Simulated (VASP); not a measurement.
InGa3N: single point with PBE

Crystal: InGa3N.

```
CELL_PARAMETERS angstrom
4.46008 0.00000 0.00000
0.00000 4.46008 0.00000
0.00000 0.00000 4.46008
ATOMIC_POSITIONS crystal
In 0.00000 0.00000 0.00000
Ga 0.50000 0.50000 0.00000
Ga 0.00000 0.50000 0.50000
Ga 0.50000 0.00000 0.50000
N 0.50000 0.50000 0.50000
```

The cell comes from a database or a generator and needn't be the stable form of this composition.

The cell isn't the ideal one: cell and atoms relaxed tightly for response.

```
Program                : VASP 6.6.1
Task                   : single point
Functional             : PBE
Potentials or basis    : VASP PAW PBE potentials, release 64 (In_d, Ga_d, N)
Cutoff                 : 520 eV
k mesh                 : 8 × 8 × 8
Occupations            : fermi-dirac, width 0.15 eV
Spin                   : no spin polarisation
Dipole correction      : no
Further INCAR settings : ALGO = Fast; EDIFF = 1e-06; NBANDS = 36
```

* Pressure: 0.2 GPa
* Band gap on the k mesh: none (metal or under the smearing width)

Levels at points of the mesh, in eV from the Fermi level:
| k point | band 24 | band 25 | band 26 | band 27 | band 28 | band 29 | band 30 | band 31 | band 32 | band 33 |
| --- | --- | --- | --- | --- | --- | --- | --- | --- | --- | --- |
| (0.00, 0.00, 0.00) | -5.13 | -5.13 | -3.00 | -3.00 | 0.34 | 0.34 | 0.34 | 0.53 | 3.97 | 3.97 |
| (0.50, 0.00, 0.00) | -4.62 | -4.62 | -3.33 | -2.55 | -0.19 | -0.19 | 1.36 | 1.93 | 2.99 | 2.99 |
| (0.50, 0.50, 0.00) | -5.96 | -4.29 | -3.67 | -0.79 | -0.79 | 1.72 | 1.72 | 2.13 | 2.28 | 2.61 |
| (0.50, 0.50, 0.50) | -6.72 | -4.18 | -3.62 | -3.62 | -3.62 | 1.25 | 1.25 | 1.25 | 3.23 | 7.50 |

Run time: 110 s on 1 thread of AMD EPYC 9R14 (Zen 4) (shared host), peak memory 0.24 GiB.
